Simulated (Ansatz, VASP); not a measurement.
# TaN in VASP and in Ansatz

```
CELL_PARAMETERS angstrom
2.69007 0.00000 0.00000
-1.34503 2.32967 0.00000
0.00000 0.00000 2.75590
ATOMIC_POSITIONS crystal
Ta 0.33333 0.66667 0.50000
N 0.00000 0.00000 0.00000
```

Change from the starting cell: strain -0.080 along x and y, -0.040 along z, atoms carried along.

Alike in both runs: task single point; functional PBEsol; k mesh 24 × 24 × 20; occupations gaussian, width 0.15 eV; no spin polarisation.

|  | VASP | Ansatz |
| --- | --- | --- |
| version | VASP 6.6.1 | Ansatz 0.2.0 |
| potentials or method | VASP PAW PBE potentials, release 64 (Ta_pv, N) | scalar-relativistic, plane waves, PAW |
| plane-wave cutoff (eV) | 520 | 420 |
| valence electrons in the cell | 16 | 18 |

```csv
,VASP,Ansatz,Ansatz less VASP
gap on the k mesh at the Fermi level (eV),none,none,-
pressure (GPa),118.2,115.4,-2.78
largest component of the traceless stress (GPa),17.53,17.80,+0.273
```

A gap of «none» marks a metal or a gap that the smearing closes. The two sets of potentials don't hold the same shells in valence.

Caveats: the cell as given lies far from equilibrium; so large a pressure means that the cell lies far from this level's equilibrium, or that cutoff or potentials fall short (VASP); the potentials were made for another functional, which shifts forces and pressure (VASP). The runs have no spin-orbit coupling, so splittings on Ta are missing.
